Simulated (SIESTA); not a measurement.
# HfN under changes of volume

One of the cells (14.793 Å³/atom); the others are scaled copies at fixed shape and fractional positions:

```
Hf N
1.0
     0.00000    2.45482    2.45482
     2.45482    0.00000    2.45482
     2.45482    2.45482    0.00000
Hf N
1 1
Direct
  0.00000 0.00000 0.00000
  0.25000 0.25000 0.25000
```

The cell comes from a database or a generator and needn't be the stable form of this composition.

```yaml
Program: SIESTA 5.4.2
Functional: PBEsol
Potentials_or_basis: PseudoDojo 0.4 standard (PBEsol files)
Basis: DZP (energy shift 0.003 Ry; two zetas on semicore shells)
Grid_cutoff: 800 Ry
Energy_shift: 0.003 Ry
k_mesh: 9 × 9 × 9
Occupations: fermi-dirac, width 0.05 eV
Spin: no spin polarisation
```

```csv
volume (Å³/atom),energy over the lowest point (meV/atom),pressure (GPa)
13.906,?,?
14.201,5.48,5.3
14.497,0.00,0.8
14.793,2.51,-3.3
15.089,12.09,-6.9
15.385,27.96,-10.1
15.681,49.43,-13.0
```

Problem. What does the run at 13.906 Å³/atom give?

Solution. Energy over the lowest point 19.80 meV/atom; pressure 10.3 GPa.

Worked out: A Birch-Murnaghan fit of order 3 (a polynomial in V^(-2/3)) to the other rows has its minimum at 14.55 Å³/atom with B0 = V·E''(V) = 208 GPa and B' = 4.8. It gives 19.86 meV/atom at 13.906 Å³/atom, against the run's 19.80, and -dE/dV = 10.4 GPa, against 10.3.

Energies are extrapolated to zero smearing.

Caveats: short orbitals over semicore shells can move pressures by several GPa; the basis of atomic orbitals isn't converged, which shifts pressures, moduli and gaps.
